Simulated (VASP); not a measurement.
# Se (Im-3m) in VASP: notebook

Runs on Se. Level: PBEsol. Tasks: relaxation of cell and atoms.

All numbers are computed with VASP 6.6.1; they aren't measurements. Logs are shortened: lines on timing, memory, paths and dates and some standing lists are left out, and cuts for length are marked.

## 1. Starting point

Symmetry: Im-3m, No. 229, cubic system. The conventional cell has a = 2.984 Å, b = 2.984 Å, c = 2.984 Å, α = 90.00°, β = 90.00°, γ = 90.00°. Se (site symmetry m-3m) is surrounded by 8 Se at 2.58 Å.

This isn't the form of Se at room conditions, which is trigonal, of chains.

## 2. Relaxation of cell and atoms, PBEsol, target pressure 75 GPa, at which the enthalpy is minimised

Input file INCAR:

```
SYSTEM = Se
PREC = Accurate
ENCUT = 520
EDIFF = 1E-7
ISMEAR = 0
SIGMA = 1.0
LREAL = .False.
LASPH = .True.
NELM = 80
ALGO = Fast
ISIF = 3
LWAVE = .False.
LCHARG = .False.
GGA = PS
IBRION = 2
NSW = 80
EDIFFG = -0.002
PSTRESS = 750.0
```

Input file KPOINTS:

```
regular mesh
0
Gamma
  21 21 21
  0 0 0
```

Input file POSCAR:

```
Se                                      
1.0
    2.1101426497      1.2182917011      0.8614700794
   -2.1101426497      1.2182917011      0.8614700794
   -0.0000000000     -2.4365834021      0.8614700794
  Se            
     1
Direct
     0.0000000000000000    0.0000000000000000    1.0000000000000000
```

Potentials or basis: VASP PAW PBE potentials, release 64 (Se).

Launch:

```sh
cat potpaw_PBE.64/Se/POTCAR > POTCAR
mpirun -np 1 vasp_std > vasp.out
```

OUTCAR:

```text
SYSTEM = Se
   PREC = Accurate
   ENCUT = 520
   EDIFF = 1E-7
   ISMEAR = 0
   LREAL = .False.
   LASPH = .True.
   NELM = 80
   ISIF = 3
   GGA = PS
   IBRION = 2
   NSW = 80
   EDIFFG = -0.002
   PSTRESS = 750.0

 ion  position               nearest neighbor table
   1  0.000  0.000  0.000-

  LATTYP: Found a body centered cubic cell.
 ALAT       =     2.9841960108

  Lattice vectors:

 A1 = (   2.1101426497,   1.2182917011,   0.8614700794)
 A2 = (  -2.1101426497,   1.2182917011,   0.8614700794)
 A3 = (   0.0000000000,  -2.4365834021,   0.8614700794)

Analysis of symmetry for initial positions (statically):
=====================================================================
 Subroutine PRICEL returns:
 Original cell was already a primitive cell.

 Routine SETGRP: Setting up the symmetry group for a
 body centered cubic supercell.

 Subroutine GETGRP returns: Found 48 space group operations
 (whereof 48 operations were pure point group operations)
 out of a pool of 48 trial point group operations.

The static configuration has the point symmetry O_h .

Analysis of symmetry for dynamics (positions and initial velocities):
=====================================================================
 Subroutine PRICEL returns:
 Original cell was already a primitive cell.

 Routine SETGRP: Setting up the symmetry group for a
 body centered cubic supercell.

 Subroutine GETGRP returns: Found 48 space group operations
 (whereof 48 operations were pure point group operations)
 out of a pool of 48 trial point group operations.

The dynamic configuration has the point symmetry O_h .

 Subroutine INISYM returns: Found 48 space group operations
 (whereof 48 operations are pure point group operations),
 and found     1 'primitive' translations

----------------------------------------------------------------------------------------

                                     Primitive cell

  volume of cell :      13.2878

  direct lattice vectors                    reciprocal lattice vectors
     2.110142650  1.218291701  0.861470079     0.236950805  0.136803580  0.386935474
    -2.110142650  1.218291701  0.861470079    -0.236950805  0.136803580  0.386935474
     0.000000000 -2.436583402  0.861470079     0.000000000 -0.273607161  0.386935474

  length of vectors
     2.584389167  2.584389167  2.584389555     0.473898686  0.473898686  0.473898659

  position of ions in fractional coordinates (direct lattice)
     0.000000000  0.000000000  0.000000000

  ion indices of the primitive-cell ions
   primitive index   ion index
                 1           1

----------------------------------------------------------------------------------------

 KPOINTS: regular mesh

Automatic generation of k-mesh.
 Grid dimensions read from file:
 generate k-points for:   21   21   21

 Generating k-lattice:

  Cartesian coordinates                     Fractional coordinates (reciprocal lattice)
     0.011283372  0.006514456  0.018425499     0.047619048  0.000000000  0.000000000
    -0.011283372  0.006514456  0.018425499     0.000000000  0.047619048  0.000000000
     0.000000000 -0.013028912  0.018425499     0.000000000  0.000000000  0.047619048

  Length of vectors
     0.022566604  0.022566604  0.022566603

  Shift w.r.t. Gamma in fractional coordinates (k-lattice)
     0.000000000  0.000000000  0.000000000

 Subroutine IBZKPT returns following result:
 ===========================================

 Found    286 irreducible k-points:

 Following reciprocal coordinates:
            Coordinates               Weight
  0.000000  0.000000  0.000000      1.000000
  0.047619  0.000000 -0.000000     12.000000
  0.095238 -0.000000 -0.000000     12.000000
  0.142857 -0.000000 -0.000000     12.000000
  0.190476 -0.000000 -0.000000     12.000000
  0.238095 -0.000000 -0.000000     12.000000
[... 16 lines left out ...]
  0.142857  0.095238 -0.000000     48.000000
  0.190476  0.095238 -0.000000     48.000000
 [... further k-points ...]
   k-points           NKPTS =    286   k-points in BZ     NKDIM =    286   number of bands    NBANDS=      7
   number of dos      NEDOS =    301   number of ions     NIONS =      1
   total plane-waves  NPLWV =   8000
   dimension x,y,z NGX =    20 NGY =   20 NGZ =   20
   dimension x,y,z NGXF=    40 NGYF=   40 NGZF=   40
   ions per type =               1
   NGX,Y,Z   is equivalent  to a cutoff of  12.87, 12.87, 12.87 a.u.
   NGXF,Y,Z  is equivalent  to a cutoff of  25.73, 25.73, 25.73 a.u.
 SYSTEM =  Se
   PREC   = accura    normal or accurate (medium, high low for compatibility)
   ISTART =      0    job   : 0-new  1-cont  2-samecut
   ICHARG =      2    charge: 1-file 2-atom 10-const
   ISPIN  =      1    spin polarized calculation?
   LNONCOLLINEAR =      F non collinear calculations
   LSORBIT =      F    spin-orbit coupling
   LASPH  =      T    aspherical Exc in radial PAW
   ENCUT  =  520.0 eV  38.22 Ry    6.18 a.u.   4.81  4.81  4.81*2*pi/ulx,y,z
   NELM   =     80;   NELMIN=  2; NELMDL= -5     # of ELM steps
   EDIFF  = 0.1E-06   stopping-criterion for ELM
   LREAL  =      F    real-space projection
   EDIFFG = -.2E-02   stopping-criterion for IOM
   NSW    =     80    number of steps for IOM
   IBRION =      2    ionic relax: 0-MD 1-quasi-New 2-CG
   NFREE  =      1    steps in history (QN), initial steepest desc. (CG)
   ISIF   =      3    stress and relaxation
   ISYM   =      2    0-nonsym 1-usesym 2-fastsym
   POTIM  = 0.5000    time-step for ionic-motion
   TEBEG  =    0.0;   TEEND  =   0.0 temperature during run
   PSTRESS=  750.0 pullay stress
   NELECT =       6.0000    total number of electrons
   NUPDOWN=      -1.0000    fix difference up-down
   EMIN   =  10.00;   EMAX   =-10.00  energy-range for DOS
   EFERMI =   0.00;   METHOD = LEGACY
   ISMEAR =     0;   SIGMA  =   1.00  broadening in eV -4-tet -1-fermi 0-gaus
   EFERMI_NEDOS =   21; number of points for ismear=-14 and -15
   IALGO  =     68    algorithm
   IMIX   =      4    mixing-type and parameters
     AMIX     =   0.40;   BMIX     =  1.00
     AMIX_MAG =   1.60;   BMIX_MAG =  1.00
  volume/ion in A,a.u.               =      13.29        89.67
  Fermi-wavevector in a.u.,A,eV,Ry     =   1.255954  2.373409 21.462108  1.577420
  Thomas-Fermi vector in A             =   2.389686
   LORBIT       =      0    0 simple, 1 ext, 2 COOP (PROOUT), +10 PAW based schemes
   GGA     = PS    functional components
   LHFCALC =     F    Hartree Fock is set to
   AEXX    =    0.0000 exact exchange contribution
   IVDW    =     0    specifies the selected vdW correction
   LEPSILON=     F    determine dielectric tensor
   LRPA    =     F    only Hartree local field effects (RPA)
 conjugate gradient relaxation of ions
 non-spin polarized calculation
 RMM-DIIS sequential band-by-band and
 Gauss-broadening in eV      SIGMA  =   1.00
  energy-cutoff  :      520.00
  volume of cell :       13.29
 maximum number of plane-waves:       370
   NGX =  9   NGY =  9   NGZ =  9

--------------------------------------- Ionic step        1  -------------------------------------------

 number of electron       6.0000003 magnetization

 Free energy of the ion-electron system (eV)
  ---------------------------------------------------
  ext. energy  EPLUGINS =         0.00000000
  ---------------------------------------------------
  free energy    TOTEN  =        -2.52341025 eV

  energy without entropy =       -2.30351783  energy(sigma->0) =       -2.41346404

------------------------ aborting loop because EDIFF is reached ----------------------------------------

  FORCE on cell =-STRESS in cart. coord.  units (eV):
  Direction    XX          YY          ZZ          XY          YZ          ZX
  --------------------------------------------------------------------------------------
  -------------------------------------------------------------------------------------
  Total        6.2229015      6.2229043      6.2230164     -0.0000000      0.0000000      0.0000000
  in kB      750.3242090    750.3245467    750.3380578     -0.0000000      0.0000000      0.0000000
  external PRESSURE =       0.3289378 kB  Pullay stress =     750.0000000 kB
[... 59 lines left out ...]
  enthalpy is  TOTEN    =         3.6967814579 eV   P V=        6.2226688805

--------------------------------------- Ionic step        3  -------------------------------------------

 number of electron       6.0000003 magnetization

 Free energy of the ion-electron system (eV)
  ---------------------------------------------------
  ext. energy  EPLUGINS =         0.00000000
  ---------------------------------------------------
  free energy    TOTEN  =        -2.52398504 eV

  energy without entropy =       -2.30407253  energy(sigma->0) =       -2.41402879

 E-fermi :  11.7591     XC(G=0): -12.7203

 val. band max:       11.7584321849   @ k =  -0.3333   0.3810   0.0476
 cond. band min:      11.7728434927   @ k =   0.4286   0.0476  -0.0000
 fundamental gap:      0.0144113077
 Fermi energy:        11.7590637142

 k-point     1 :       0.0000    0.0000    0.0000
  band No.  band energies     occupation
      1      -9.3823      2.00000
      2      17.5613      0.00000
      3      17.5615      0.00000
      4      17.5615      0.00000
      5      25.2181      0.00000
      6      25.2181      0.00000
      7      25.2183      0.00000
[... 221 lines left out ...]
 k-point    24 :       0.1905    0.0952   -0.0000
  band No.  band energies     occupation
      1      -7.3276      2.00000
      2       9.5934      1.99781
      3      13.0199      0.07457
      4      15.5381      0.00000
      5      21.7782      0.00000
      6      22.9788      0.00000
      7      26.6106      0.00000

 [... further k-points ...]

------------------------ aborting loop because EDIFF is reached ----------------------------------------

  FORCE on cell =-STRESS in cart. coord.  units (eV):
  Direction    XX          YY          ZZ          XY          YZ          ZX
  --------------------------------------------------------------------------------------
  -------------------------------------------------------------------------------------
  Total        6.2206084      6.2206116      6.2207392      0.0000000      0.0000000     -0.0000000
  in kB      749.9790382    749.9794229    749.9948083      0.0000000      0.0000000     -0.0000000
  external PRESSURE =      -0.0155769 kB  Pullay stress =     750.0000000 kB
[... 16 lines left out ...]
  FREE ENERGIE OF THE ION-ELECTRON SYSTEM (eV)
  ---------------------------------------------------
  free  energy   TOTEN  =        -2.5239850443 eV

  energy  without entropy=       -2.3040725325  energy(sigma->0) =       -2.41402879

  enthalpy is  TOTEN    =         3.6967972208 eV   P V=        6.2207822651

 reached required accuracy - stopping structural energy minimisation
```

It took 20 s on 1 thread of Intel Xeon Platinum 8559C (Emerald Rapids), shared host; peak memory 0.14 GiB.

Results:

| Property | Result |
| --- | --- |
| Free energy | -2.5240 eV |
| Energy change on relaxing (the enthalpy is what falls) | -0.6 meV/atom |
| Ionic steps | 3 |
| Pressure after relaxing | 75.0 GPa |
| Band gap on the k mesh | none (metal or under the smearing width) |

The path:
```tsv
step	energy change (eV)	largest force (eV/Å)	pressure (GPa)	volume (Å³)
1	0.0000	0.0000	75.03	13.29
2	-0.0025	0.0000	74.89	13.29
3	-0.0006	0.0000	75.00	13.29
```

Final structure:
```yaml
crystal:
  lattice:
    - [2.11021, 1.21833, 0.86150]
    - [-2.11021, 1.21833, 0.86150]
    - [0.00000, -2.43666, 0.86150]
  atoms:
    - { symbol: Se, position: [0.00000, 0.00000, 0.00000] }
```

Caveat: the cell is relaxed towards a set pressure, so the enthalpy falls and the energy may rise; the PAW data sets were made with another functional, which shifts forces and pressure a little.

## 3. Relaxation of cell and atoms, PBEsol, target pressure 187.5 GPa, at which the enthalpy is minimised

This run uses another cell than the first one, of 11.85 Å³/atom, 0.892 times its volume.

INCAR: that of step 2 with these lines changed.

```diff
@@ -17,2 +17,2 @@
 EDIFFG = -0.002
-PSTRESS = 750.0
+PSTRESS = 1875.0
```

KPOINTS is that of step 2.

Input file POSCAR:

```
Se                                      
1.0
    2.0309994100      1.1725981223      0.8292631361
   -2.0309994100      1.1725981223      0.8292631361
    0.0000000000     -2.3451962446      0.8292631361
  Se            
     1
Direct
     0.0000000000000000    0.0000000000000000    0.0000000000000000
```

Potentials or basis: VASP PAW PBE potentials, release 64 (Se).

Launch:

```sh
cat potpaw_PBE.64/Se/POTCAR > POTCAR
mpirun -np 1 vasp_std > vasp.out
```

Run time: 5.6 min. Hardware: 1 thread of Intel Xeon Platinum 8559C (Emerald Rapids), shared host; peak memory 0.23 GiB.

It converged, with:

| Item | Value |
| --- | --- |
| Free energy | -0.5394 eV |
| Relaxed volume | 10.70 Å³/atom |
| Relaxed cell | a = 2.405 Å, b = 2.405 Å, c = 2.405 Å, α = 109.47°, β = 109.47°, γ = 109.47° |
| Space group after relaxing (to 0.05 Å) | Im-3m (No. 229) |
| Energy change on relaxing (the enthalpy is what falls) | +1104.2 meV/atom |
| Ionic steps | 16 |
| Pressure after relaxing | 187.5 GPa |
| Band gap on the k mesh | none (metal or under the smearing width) |

The path:
| step | energy change (eV) | largest force (eV/Å) | pressure (GPa) | volume (Å³) |
| --- | --- | --- | --- | --- |
| 1 | 0.0000 | 0.0000 | 125.00 | 11.85 |
| 2 | 20.8614 | 0.0000 | 1626.45 | 5.56 |
| 3 | 0.7879 | 0.0000 | 169.52 | 10.99 |
| 4 | 0.9627 | 0.0000 | 179.44 | 10.82 |
| 5 | 1.1054 | 0.0000 | 187.55 | 10.70 |
| 6 | 1.0795 | 0.0000 | 186.08 | 10.72 |
| 7 | 1.0824 | 0.0000 | 186.24 | 10.72 |
| 8 | 1.0911 | 0.0000 | 186.74 | 10.71 |
| 9 | 1.0914 | 0.0000 | 186.75 | 10.71 |
| 10 | 1.0920 | 0.0000 | 186.78 | 10.71 |
| 11 | 1.0934 | 0.0000 | 186.85 | 10.71 |
| 12 | 1.0960 | 0.0000 | 187.02 | 10.71 |
| 13 | 1.1014 | 0.0000 | 187.32 | 10.70 |
| 14 | 1.1121 | 0.0000 | 187.94 | 10.69 |
| 15 | 1.1045 | 0.0000 | 187.50 | 10.70 |
| 16 | 1.1042 | 0.0000 | 187.49 | 10.70 |

Final structure:
```xyz
1
Lattice="1.9634 1.1335 0.8014 -1.9634 1.1335 0.8014 0.0000 -2.2671 0.8014" Properties=species:S:1:pos:R:3 pbc="T T T"
Se    0.0000    0.0000    0.0000
```

Levels at points of the mesh, in eV from the Fermi level:
| k point | band 1 | band 2 | band 3 | band 4 | band 5 | band 6 | band 7 |
| --- | --- | --- | --- | --- | --- | --- | --- |
| (0.00, 0.00, 0.00) | -24.65 | 7.98 | 7.98 | 7.98 | 14.18 | 14.18 | 14.18 |

Caveat: the cell is relaxed towards a set pressure, so the enthalpy falls and the energy may rise; the PAW data sets were made with another functional, which shifts forces and pressure a little.

## 4. Relaxation of cell and atoms, PBEsol, target pressure 187.5 GPa, at which the enthalpy is minimised

This run uses another cell than the first one, of 10.70 Å³/atom, 0.805 times its volume.

INCAR is that of step 3.

KPOINTS is that of step 3.

Input file POSCAR:

```
Se                                      
1.0
    1.9633569528      1.1335450830      0.8013997916
   -1.9633569528      1.1335450830      0.8013997916
   -0.0000000000     -2.2670901659      0.8013997916
  Se            
     1
Direct
     0.0000000000000000    0.0000000000000000    0.0000000000000000
```

Launch:

```sh
cat potpaw_PBE.64/Se/POTCAR > POTCAR
mpirun -np 1 vasp_std > vasp.out
```

It took 49 s on 1 thread of Intel Xeon Platinum 8559C (Emerald Rapids), shared host; peak memory 0.18 GiB.

The run converged. Its results:

```
Free energy             : -0.5392 eV
Pressure after relaxing : 187.5 GPa
Band gap on the k mesh  : none (metal or under the smearing width)
```

Final structure:
```cif
data_structure
_symmetry_space_group_name_H-M 'P 1'
_symmetry_Int_Tables_number 1
_cell_length_a 2.4046
_cell_length_b 2.4046
_cell_length_c 2.4046
_cell_angle_alpha 109.474
_cell_angle_beta 109.474
_cell_angle_gamma 109.474
_cell_volume 10.70
loop_
_atom_site_label
_atom_site_type_symbol
_atom_site_fract_x
_atom_site_fract_y
_atom_site_fract_z
_atom_site_occupancy
Se1 Se 0.00000 0.00000 0.00000 1
```

Levels at points of the mesh, in eV from the Fermi level:
| k point | band 1 | band 2 | band 3 | band 4 | band 5 | band 6 | band 7 |
| --- | --- | --- | --- | --- | --- | --- | --- |
| (0.00, 0.00, 0.00) | -24.65 | 7.98 | 7.98 | 7.98 | 14.18 | 14.18 | 14.18 |

Caveat: the relaxation stopped at its first step, so nothing moved; the cell is relaxed towards a set pressure, so the enthalpy falls and the energy may rise; the PAW data sets were made with another functional, which shifts forces and pressure a little.

[end of part 1 of 2]
